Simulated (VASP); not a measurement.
# CuO (Tenorite) (C2/c) in VASP: further runs, part 2 of 2

VASP 6.6.1. Earlier steps stand in the parts before.

### 3 Single point, PBEsol

This run uses another cell than the first one, of 10.54 Å³/atom, 0.972 times its volume.

INCAR reads:

```
  PREC = Accurate
  ENCUT = 520
  EDIFF = 1E-7
  ISMEAR = 0
  SIGMA = 0.1
  LREAL = F
  LASPH = T
  NELM = 100
  ALGO = Fast
  ISIF = 2
  LWAVE = F
  LCHARG = F
  GGA = PS
  NBANDS = 25
```

KPOINTS reads:

```
regular mesh
0
Gamma
  10 10 6
```

POSCAR reads:

```
CuO
1.0
    2.3726673498     -1.7338196878      0.0000000000
    2.3726673498      1.7338196878      0.0000000000
   -0.8612158880      0.0000000000      5.1244285538
Cu O
2 2
Direct
    0.0000000000      0.5000000000      0.0000000000
    0.5000000000      0.0000000000      0.5000000000
    0.5816000000      0.4184000000      0.2500000000
    0.4184000000      0.5816000000      0.7500000000
```

Potentials or basis: VASP PAW PBE potentials, release 64 (Cu, O).

Launch:

```sh
cat potpaw_PBE.64/Cu/POTCAR potpaw_PBE.64/O/POTCAR > POTCAR
mpirun -np 1 vasp_std > vasp.out
```

OUTCAR:

```text
PREC = Accurate
   ENCUT = 520
   EDIFF = 1E-7
   ISMEAR = 0
   LREAL = F
   LASPH = T
   NELM = 100
   ISIF = 2
   GGA = PS

 ion  position               nearest neighbor table
   1  0.000  0.500  0.000-   3 1.98   4 1.98   4 1.99   3 1.99
   2  0.500  0.000  0.500-   4 1.98   3 1.98   4 1.99   3 1.99
   3  0.582  0.418  0.250-   2 1.98   1 1.98   2 1.99   1 1.99
   4  0.418  0.582  0.750-   1 1.98   2 1.98   2 1.99   1 1.99

  LATTYP: Found a base centered monoclinic cell.
[... 870 lines left out ...]
     24      17.9936      0.00000
     25      19.0951      0.00000

 [... further k-points ...]
[... 5 lines left out ...]
  --------------------------------------------------------------------------------------
  -------------------------------------------------------------------------------------
  Total       -2.3711579     -1.2555549     -2.9055151      0.0000000      0.0000000      0.0770323
  in kB      -90.1062349    -47.7122684   -110.4123108      0.0000000      0.0000000      2.9272991
  external PRESSURE =     -82.7436047 kB  Pullay stress =       0.0000000 kB

 VOLUME and BASIS-vectors are now :
 -----------------------------------------------------------------------------
  energy-cutoff  :      520.00
  volume of cell :       42.16
      direct lattice vectors                 reciprocal lattice vectors
     2.372667350 -1.733819688  0.000000000     0.210733291 -0.288380622  0.035416019
     2.372667350  1.733819688  0.000000000     0.210733291  0.288380622  0.035416019
    -0.861215888  0.000000000  5.124428554     0.000000000  0.000000000  0.195143710

 POSITION                                       TOTAL-FORCE (eV/Angst)
 -----------------------------------------------------------------------------------
      1.18633      0.86691      0.00000         0.000000      0.000000      0.000000
      0.75573     -0.86691      2.56221         0.000000      0.000000      0.000000
      2.15736     -0.28296      1.28111         0.000000      0.437367      0.000000
      1.72676      0.28296      3.84332        -0.000000     -0.437367      0.000000
 -----------------------------------------------------------------------------------
    total drift:                                0.000000      0.000000     -0.000000

  FREE ENERGIE OF THE ION-ELECTRON SYSTEM (eV)
  ---------------------------------------------------
  free  energy   TOTEN  =       -21.2966891591 eV

  energy  without entropy=      -21.2844351361  energy(sigma->0) =      -21.29056215
```

stdout:

```text
POSCAR found type information on POSCAR CuO
 POSCAR found :  2 types and       4 ions
 scaLAPACK will be used
 -----------------------------------------------------------------------------
|                                                                             |
|                                                                             |
|     You enforced a specific xc type in the INCAR file but a different       |
|     I HOPE YOU KNOW WHAT YOU ARE DOING!                                     |
|                                                                             |
 -----------------------------------------------------------------------------

 LDA part: xc-table for (Slater+PW92), standard interpolation
 POSCAR, INCAR and KPOINTS ok, starting setup
 FFT: planning ... GRIDC
 FFT: planning ... GRID_SOFT
 FFT: planning ... GRID
 WAVECAR not read
 entering main loop
WARNING in EDDRMM: call to ZHEGV failed, returncode =   6  3     24
WARNING in EDDRMM: call to ZHEGV failed, returncode =   8  4     23
 num prob RMM:  18    -0.212966891591E+02   -0.11441E-07   -0.25470E-07  7286   0.563E-03
```

Run time: 1.7 min. Hardware: 1 thread of Intel Xeon Platinum 8559C (Emerald Rapids), shared host; peak memory 0.27 GiB.

Results:

```
Free energy            : -21.2967 eV
Pressure               : -8.3 GPa
Largest force          : 0.437 eV/Å
Band gap on the k mesh : none (metal or under the smearing width)
```

Forces in eV/Å, atoms in the order of the input:
```
Cu   0.000  0.000  0.000
Cu   0.000  0.000  0.000
O    0.000  0.437  0.000
O    0.000 -0.437  0.000
```

Stress tensor (GPa, compression positive):
```
 -9.01   0.00   0.29
  0.00  -4.77   0.00
  0.29   0.00 -11.04
```

Caveat: the PAW data sets were made with another functional, which shifts forces and pressure a little; the run has no spin polarisation, though such a crystal can be magnetic; semilocal functionals often make such compounds metallic where correlation or magnetic order opens a gap, which also shifts bond lengths. With open d or f shells a metallic result of PBEsol can be an artefact of self-interaction; +U or a hybrid may open a gap.
